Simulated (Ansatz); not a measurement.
ZrSiO$_{4}$: do energies and stresses tell the same story?

Theory: DFT PBE, scalar-relativistic, plane waves, PAW (Ansatz 0.2.0).

Settings: cutoff 420 eV, Γ-centred mesh 6×6×6 on the computed 12-atom cell, Gaussian smearing of 0.02 eV; no spin polarisation.

Relaxed cell: I4_1/amd, a = 6.678 Å, b = 6.678 Å, c = 6.024 Å, α = 90.00°, β = 90.00°, γ = 90.00°, 12 atoms in the primitive cell. Whether it is the stable form of this composition wasn't checked.

Energies at zero smearing and pressures from the stress tensor, at volumes with shape and atoms relaxed:
| V (Å³/atom) | E − E(first) (meV/atom) | P (GPa) |
| --- | --- | --- |
| 9.849 | 0.00 | 35.04 |
| 10.184 | -61.47 | 23.92 |
| 10.520 | -101.46 | 14.51 |
| 10.856 | -123.36 | 6.61 |
| 11.192 | -130.05 | -0.01 |
| 11.527 | -124.14 | -5.48 |
| 11.863 | -107.93 | -9.87 |
| 12.311 | -74.00 | -14.22 |

Problem. Check P = −dE/dV between neighbouring volumes, and get the bulk modulus from the pressures alone.

Solution. With 1 eV/Å³ = 160.2 GPa:
```json
{"middle V (Å³/atom)": "10.016", "−ΔE/ΔV (GPa)": "29.334", "mean P (GPa)": "29.480"}
{"middle V (Å³/atom)": "10.352", "−ΔE/ΔV (GPa)": "19.084", "mean P (GPa)": "19.216"}
{"middle V (Å³/atom)": "10.688", "−ΔE/ΔV (GPa)": "10.448", "mean P (GPa)": "10.563"}
{"middle V (Å³/atom)": "11.024", "−ΔE/ΔV (GPa)": "3.193", "mean P (GPa)": "3.300"}
{"middle V (Å³/atom)": "11.359", "−ΔE/ΔV (GPa)": "-2.821", "mean P (GPa)": "-2.744"}
{"middle V (Å³/atom)": "11.695", "−ΔE/ΔV (GPa)": "-7.736", "mean P (GPa)": "-7.673"}
{"middle V (Å³/atom)": "12.087", "−ΔE/ΔV (GPa)": "-12.143", "mean P (GPa)": "-12.043"}
```

The two differ by 0.15 GPa at most. The mean of two end pressures misses the average over a step by about ΔV² P″/12, up to 0.15 GPa here; with that taken off 0.05 GPa remains, from the finite cutoff, the mesh or the relaxation's tolerance. Around V = 11.192 Å³/atom, the two neighbours give B = −V ΔP/ΔV = 11.192 × 12.09 / 0.671 = 201.5 GPa, against B0 = 196.8 GPa from the Birch–Murnaghan fit of the energies.

Cost: 9 runs of about 3.3 core-minutes in all, on AMD EPYC 9B45 (Zen 5) (shared hosts).